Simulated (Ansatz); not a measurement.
# La2O3: band gap under strain

Aim: follow the gap of the known phase of La2O3 with 5 atoms a cell through these states: no strain; +6.0 % biaxial strain in x and y, free along z; -5.8 % shear in the xy plane. The table at the end shows which levels were run.

The runs shown are made with Ansatz 0.2.0. PAW datasets, plane waves. (Simulation; spin polarisation is off.)

### 1 The structure to begin with

The unstrained cell was relaxed with r2SCAN; in each strained cell the atoms were relaxed again with r2SCAN. Names of k-points are those of the unstrained zone, where strain can split equivalent points. First state: no strain.

The symmetry is P6/mmm (No. 191, hexagonal); a = 6.355 Å, c = 3.279 Å in the conventional setting, 22.93 Å³ an atom. Near La stand 6 O at 2.46 Å; near O stand 4 La at 2.46 Å.

Coordinates:

```cif
data_structure
_symmetry_space_group_name_H-M 'P 1'
_symmetry_Int_Tables_number 1
_cell_length_a 6.3546
_cell_length_b 6.3546
_cell_length_c 3.2787
_cell_angle_alpha 90.000
_cell_angle_beta 90.000
_cell_angle_gamma 120.000
_cell_volume 114.66
loop_
_atom_site_label
_atom_site_type_symbol
_atom_site_fract_x
_atom_site_fract_y
_atom_site_fract_z
_atom_site_occupancy
La1 La 0.33333 0.66667 0.50008 1
La2 La 0.66667 0.33333 0.49992 1
O1 O 0.50000 0.50000 0.00000 1
O2 O 0.50000 0.00000 0.00000 1
O3 O 0.00000 0.50000 0.00000 1
```

### 2 No strain: PBE

input.yaml reads:

```yaml
crystal:
  lattice:
    - [6.3545913321, 0.0, 0.0]
    - [-3.1772956661, 5.5032375243, 0.0]
    - [0.0, 0.0, 3.2787090863]
  atoms:
    - { symbol: La, position: [0.3333333333, 0.6666666667, 0.5000758082] }
    - { symbol: La, position: [0.6666666667, 0.3333333333, 0.4999241918] }
    - { symbol: O, position: [0.5000000146, 0.5000000146, 0.0] }
    - { symbol: O, position: [0.4999999854, 0.0, 0.0] }
    - { symbol: O, position: [0.0, 0.4999999854, 0.0] }
kpoints:
  mp_grid: { grid: [6, 6, 8] }
  band_path:
    path:
      - [0.0, 0.0, 0.0]
      - [0.5, 0.0, 0.0]
      - [0.3333333333, 0.3333333333, 0.0]
      - [0.0, 0.0, 0.5]
      - [0.5, 0.0, 0.5]
      - [0.3333333333, 0.3333333333, 0.5]
    npoints: 1
hamiltonian:
  xc: pbe
scf:
  occupations: { method: fermi_dirac, width: 0.02 }
  n_extra_bands: 5
output:
  forces: true
  stress: true
  eigenvalues: true
```

Launch:

```sh
$ ansatz run input.yaml --threads 4 --pin off --max-ram 4608MiB --backend cpu --events-out ev --progress --plain --runs-dir out
```

The runs that follow: No strain: r2SCAN; No strain: HSE06; +6.0 % biaxial strain in x and y, free along z: PBE; +6.0 % biaxial strain in x and y, free along z: r2SCAN; +6.0 % biaxial strain in x and y, free along z: HSE06; -5.8 % shear in the xy plane: PBE; -5.8 % shear in the xy plane: r2SCAN; -5.8 % shear in the xy plane: HSE06.

Q: Predict the outcome of this session.

**Answer**, as computed:

Least gap in eV (negative: overlap), with the change from the unstrained cell in brackets:

```
                                         state  volume change (%)           PBE        r2SCAN         HSE06
                                     no strain               +0.0          1.59          1.92          2.81
+6.0 % biaxial strain in x and y, free along z              +10.4  1.81 (+0.22)  2.18 (+0.26)  3.01 (+0.20)
                  -5.8 % shear in the xy plane               -0.1  1.59 (+0.00)  1.92 (+0.00)  2.81 (+0.00)
```

**Reading.** With HSE06, of the states in the table +6.0 % biaxial strain in x and y, free along z shifts the gap most, by +0.193 eV. PBE and HSE06 differ by 1.23 eV on the unstrained gap, and by at most 0.03 eV on its change: PBE follows the response to strain far better than the gap itself. Spin-orbit coupling is left out of the table, though the cell holds La (Z = 57); in an element this heavy it can shift bands and gaps by tenths of an eV.
